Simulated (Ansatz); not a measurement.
Theory: Ansatz, DFT PBE, scalar-relativistic, plane waves, PAW. Several structures of Li3H2 were relaxed, and the powder pattern of one of them was computed from 10° to 70° in 2θ (λ = 1.5406 Å; lines under 1 % are left out).

Cu Kα1 powder pattern (kinematic, no thermal factors).
2θ (°) (relative intensity): 14.14 (14), 32.28 (4), 38.29 (100), 43.33 (39), 45.09 (70), 47.49 (1), 61.18 (1), 64.32 (42), 65.67 (20)

Problem. Which structure gives it?
1.

```cif
data_structure
_symmetry_space_group_name_H-M 'C2/m'
_symmetry_Int_Tables_number 12
_cell_length_a 11.4020
_cell_length_b 2.7040
_cell_length_c 8.8457
_cell_angle_alpha 90.000
_cell_angle_beta 121.397
_cell_angle_gamma 90.000
_cell_volume 232.79
loop_
_atom_site_label
_atom_site_type_symbol
_atom_site_symmetry_multiplicity
_atom_site_Wyckoff_symbol
_atom_site_fract_x
_atom_site_fract_y
_atom_site_fract_z
_atom_site_occupancy
Li1 Li 4 i 0.86530 0.00000 0.52946 1
Li2 Li 4 i 0.64287 0.00000 0.20166 1
Li3 Li 4 i 0.89595 0.00000 0.15463 1
H1 H 4 i 0.01684 0.50000 0.29822 1
H2 H 4 i 0.74770 0.50000 0.36213 1
```

2.

```cif
data_structure
_symmetry_space_group_name_H-M 'Pmm2'
_symmetry_Int_Tables_number 25
_cell_length_a 2.5303
_cell_length_b 2.7871
_cell_length_c 7.4865
_cell_angle_alpha 90.000
_cell_angle_beta 90.000
_cell_angle_gamma 90.000
_cell_volume 52.80
loop_
_atom_site_label
_atom_site_type_symbol
_atom_site_symmetry_multiplicity
_atom_site_Wyckoff_symbol
_atom_site_fract_x
_atom_site_fract_y
_atom_site_fract_z
_atom_site_occupancy
Li1 Li 1 b 0.00000 0.50000 0.31054 1
Li2 Li 1 b 0.00000 0.50000 0.92759 1
Li3 Li 1 a 0.00000 0.00000 0.61074 1
H1 H 1 c 0.50000 0.00000 0.82374 1
H2 H 1 d 0.50000 0.50000 0.49939 1
```

3.

```cif
data_structure
_symmetry_space_group_name_H-M 'I4/mmm'
_symmetry_Int_Tables_number 139
_cell_length_a 2.8411
_cell_length_b 2.8411
_cell_length_c 12.5196
_cell_angle_alpha 90.000
_cell_angle_beta 90.000
_cell_angle_gamma 90.000
_cell_volume 101.06
loop_
_atom_site_label
_atom_site_type_symbol
_atom_site_symmetry_multiplicity
_atom_site_Wyckoff_symbol
_atom_site_fract_x
_atom_site_fract_y
_atom_site_fract_z
_atom_site_occupancy
Li1 Li 4 e 0.00000 0.00000 0.32968 1
Li2 Li 2 a 0.00000 0.00000 0.00000 1
H1 H 4 e 0.00000 0.00000 0.16549 1
```

Solution. 3. Its strongest line, at 2θ = 38.29°, has d = λ/(2 sin θ) = 2.349 Å and is the (1 0 3) reflection of the conventional I4/mmm cell with a = 2.841 Å, c = 12.520 Å. The others have their strongest lines at 35.5° (1); 11.8° (2).

The cells needn't be stable.
